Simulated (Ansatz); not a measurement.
# MgS (P6_3mc)

The calculation used Ansatz, DFT PBE, scalar-relativistic, plane waves, PAW.

Cutoff 420 eV; k points 6×6×4 on the computed 4-atom cell (Γ-centred); Gaussian smearing, width 0.02 eV; no spin polarisation.

The structure is relaxed at this level of theory with its symmetry kept. This wurtzite form isn't the usual stable structure of the compound.

It takes space group P6_3mc (No. 186, hexagonal). Conventional cell: a = 4.055 Å, b = 4.055 Å, c = 6.491 Å, α = 90.00°, β = 90.00°, γ = 120.00°. Mg (site symmetry 3m) is surrounded by 4 S at 2.47 Å. S (site symmetry 3m) is surrounded by 4 Mg at 2.47 Å.

| Property | Result |
| --- | --- |
| Volume per atom | 155.9 bohr³ |
| Formation energy from the elements' standard states (uncorrected) | -1.439 eV/atom |
| Kohn–Sham band gap | 3.38 eV |
| Löwdin character of the top 1 eV of the valence band | S 3p 97 % |
| Löwdin character of the lowest 1 eV of the conduction band | Mg 3s 61 %, S 3s 26 %, S 3p 10 % |
| Bader charges (e) | Mg (2 in the cell) 1.64, S (2 in the cell) -1.64 |

Cost: 1 run of about 0.81 core-minutes, on Arm Neoverse V2 (shared hosts).